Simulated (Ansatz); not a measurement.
**Hf on a Si site in Si**

Computed with DFT PBE, scalar-relativistic, plane waves, PAW in Ansatz 0.2.0. Run with 420 eV cutoff, 1×1×1 k-mesh, Gaussian smearing of 0.01 eV, collinear spin in charge +1, -1 alone.

Host crystal, relaxed:

```cif
data_structure
_symmetry_space_group_name_H-M 'P 1'
_symmetry_Int_Tables_number 1
_cell_length_a 3.8679
_cell_length_b 3.8679
_cell_length_c 3.8679
_cell_angle_alpha 60.000
_cell_angle_beta 60.000
_cell_angle_gamma 60.000
_cell_volume 40.92
loop_
_atom_site_label
_atom_site_type_symbol
_atom_site_fract_x
_atom_site_fract_y
_atom_site_fract_z
_atom_site_occupancy
Si1 Si 0.25000 0.25000 0.25000 1
Si2 Si 0.00000 0.00000 0.00000 1
```

Supercell of 54 atoms, rows in host cell vectors: 0 0 -3; 0 -3 0; -3 0 0. Atoms relax at the host's cell, keeping the symmetry that the supercell leaves at the site. The cell is small, so energies carry finite-size errors of tenths of an eV. The zone centre alone is far too coarse a mesh for this cell, so the numbers show that error and aren't the defect's converged properties. The host's Kohn–Sham gap is 0.61 eV.

Spin-orbit coupling is left out, which matters for the bands and energies of heavy elements.

Defect: Hf on a Si site, charge 0.

Command:

```bash
ansatz run input.yaml --threads 4 --pin off --max-ram 8192MiB --backend cpu --events-out ev --progress --plain --runs-dir out
```

The input:

```yaml
crystal:
  lattice:
    - [-8.2051404885, -8.2051404885, 0.0]
    - [-8.2051404885, 0.0, -8.2051404885]
    - [0.0, -8.2051404885, -8.2051404885]
  atoms:
    - { symbol: Hf, position: [0.5833333333, 0.5833333333, 0.5833333333] }
    - { symbol: Si, position: [0.25, 0.5833333333, 0.5833333333] }
    - { symbol: Si, position: [0.9166666667, 0.5833333333, 0.5833333333] }
    - { symbol: Si, position: [0.5833333333, 0.25, 0.5833333333] }
    - { symbol: Si, position: [0.25, 0.25, 0.5833333333] }
    - { symbol: Si, position: [0.9166666667, 0.25, 0.5833333333] }
    - { symbol: Si, position: [0.5833333333, 0.9166666667, 0.5833333333] }
    - { symbol: Si, position: [0.25, 0.9166666667, 0.5833333333] }
    - { symbol: Si, position: [0.9166666667, 0.9166666667, 0.5833333333] }
    - { symbol: Si, position: [0.5833333333, 0.5833333333, 0.25] }
    - { symbol: Si, position: [0.25, 0.5833333333, 0.25] }
    - { symbol: Si, position: [0.9166666667, 0.5833333333, 0.25] }
    - { symbol: Si, position: [0.5833333333, 0.25, 0.25] }
    - { symbol: Si, position: [0.25, 0.25, 0.25] }
    - { symbol: Si, position: [0.9166666667, 0.25, 0.25] }
    - { symbol: Si, position: [0.5833333333, 0.9166666667, 0.25] }
    - { symbol: Si, position: [0.25, 0.9166666667, 0.25] }
    - { symbol: Si, position: [0.9166666667, 0.9166666667, 0.25] }
    - { symbol: Si, position: [0.5833333333, 0.5833333333, 0.9166666667] }
    - { symbol: Si, position: [0.25, 0.5833333333, 0.9166666667] }
    - { symbol: Si, position: [0.9166666667, 0.5833333333, 0.9166666667] }
    - { symbol: Si, position: [0.5833333333, 0.25, 0.9166666667] }
    - { symbol: Si, position: [0.25, 0.25, 0.9166666667] }
    - { symbol: Si, position: [0.9166666667, 0.25, 0.9166666667] }
    - { symbol: Si, position: [0.5833333333, 0.9166666667, 0.9166666667] }
    - { symbol: Si, position: [0.25, 0.9166666667, 0.9166666667] }
    - { symbol: Si, position: [0.9166666667, 0.9166666667, 0.9166666667] }
    - { symbol: Si, position: [0.6666666667, 0.6666666667, 0.3333333333] }
    - { symbol: Si, position: [0.3333333333, 0.6666666667, 0.3333333333] }
    - { symbol: Si, position: [1.0, 0.6666666667, 0.3333333333] }
    - { symbol: Si, position: [0.6666666667, 0.3333333333, 0.3333333333] }
    - { symbol: Si, position: [0.3333333333, 0.3333333333, 0.3333333333] }
    - { symbol: Si, position: [1.0, 0.3333333333, 0.3333333333] }
    - { symbol: Si, position: [0.6666666667, 1.0, 0.3333333333] }
    - { symbol: Si, position: [0.3333333333, 1.0, 0.3333333333] }
    - { symbol: Si, position: [1.0, 1.0, 0.3333333333] }
    - { symbol: Si, position: [0.6666666667, 0.6666666667, 0.0] }
    - { symbol: Si, position: [0.3333333333, 0.6666666667, 0.0] }
    - { symbol: Si, position: [1.0, 0.6666666667, 0.0] }
    - { symbol: Si, position: [0.6666666667, 0.3333333333, 0.0] }
    - { symbol: Si, position: [0.3333333333, 0.3333333333, 0.0] }
    - { symbol: Si, position: [1.0, 0.3333333333, 0.0] }
    - { symbol: Si, position: [0.6666666667, 1.0, 0.0] }
    - { symbol: Si, position: [0.3333333333, 1.0, 0.0] }
    - { symbol: Si, position: [1.0, 1.0, 0.0] }
    - { symbol: Si, position: [0.6666666667, 0.6666666667, 0.6666666667] }
    - { symbol: Si, position: [0.3333333333, 0.6666666667, 0.6666666667] }
    - { symbol: Si, position: [1.0, 0.6666666667, 0.6666666667] }
    - { symbol: Si, position: [0.6666666667, 0.3333333333, 0.6666666667] }
    - { symbol: Si, position: [0.3333333333, 0.3333333333, 0.6666666667] }
    - { symbol: Si, position: [1.0, 0.3333333333, 0.6666666667] }
    - { symbol: Si, position: [0.6666666667, 1.0, 0.6666666667] }
    - { symbol: Si, position: [0.3333333333, 1.0, 0.6666666667] }
    - { symbol: Si, position: [1.0, 1.0, 0.6666666667] }
  host:
    lattice:
      - [0.0, 2.7350468295, 2.7350468295]
      - [2.7350468295, 0.0, 2.7350468295]
      - [2.7350468295, 2.7350468295, 0.0]
    atoms:
      - { symbol: Si, position: [0.25, 0.25, 0.25] }
      - { symbol: Si, position: [0.0, 0.0, 0.0] }
basis:
  ecutwfc: 420
  xc_grid: 2
kpoints:
  mp_grid: { grid: [1, 1, 1], shift: [0.0, 0.0, 0.0] }
hamiltonian:
  xc: pbe
scf:
  occupations: { method: gaussian, width: 0.01 }
output:
  forces: true
  stress: false
  eigenvalues: true
  charged_corrections:
    defect_position: [0.58333333, 0.58333333, 0.58333333]
    epsilon: [[12.9823, 0.0, 0.0], [0.0, 12.9823, 0.0], [0.0, 0.0, 12.9823]]
relax:
  adjacent_minimum: "off"
  f_tol: 0.025
  max_steps: 45
```

From the output:

```
Warning: RAYON_NUM_THREADS=4 ignored (pool sized by the plan → 4); use --threads N
Crystal: 54 atoms, lattice volume = 1104.811 Å³
Basis set: ecut = 420 eV, 21595 PW (Γ), exchange–correlation on 160×160×160 points (8 copies of the dense FFT grid, shifted against one another)
Bands: 173, of which v1, the nominal top of the filled ones, is band 119 counted from 1 (118 counted from 0)
Symmetry: 24 space group operations
Space group: F-43m (ITA 216), of the structure as read, at distance tolerance 1.0e-4 Å
k-points: 1
relax step   1: F+E_penalty+E_count = -49401.23228442 eV  Δ(F+E_penalty+E_count) = +0.000e0 eV  max|allowed force component| = 1.900e0 eV/Å  Δτ_max = 0.0000 Å
relax step   2: F+E_penalty+E_count = -49402.56789294 eV  Δ(F+E_penalty+E_count) = -1.336e0 eV  max|allowed force component| = 2.248e-1 eV/Å  Δτ_max = 0.1959 Å
relax step   3: F+E_penalty+E_count = -49402.61753074 eV  Δ(F+E_penalty+E_count) = -4.964e-2 eV  max|allowed force component| = 2.377e-2 eV/Å  Δτ_max = 0.0296 Å
relax step   4: F+E_penalty+E_count = -49402.61753098 eV  Δ(F+E_penalty+E_count) = -2.416e-7 eV  max|allowed force component| = 2.378e-2 eV/Å  Δτ_max = 0.0000 Å
SCF converged after 4 iterations
Free energy (F): -49402.617531 eV
E sigma→0 (E₀):  -49402.617531 eV
Fermi energy:    6.597697 eV
```

The relaxation gained 1.39 eV in 4 steps. The run took 21 s on 4 threads of Intel(R) Xeon(R) Platinum 8259CL CPU @ 2.50GHz (Skylake/Cascade Lake) (shared host), peak memory 1.1 GiB.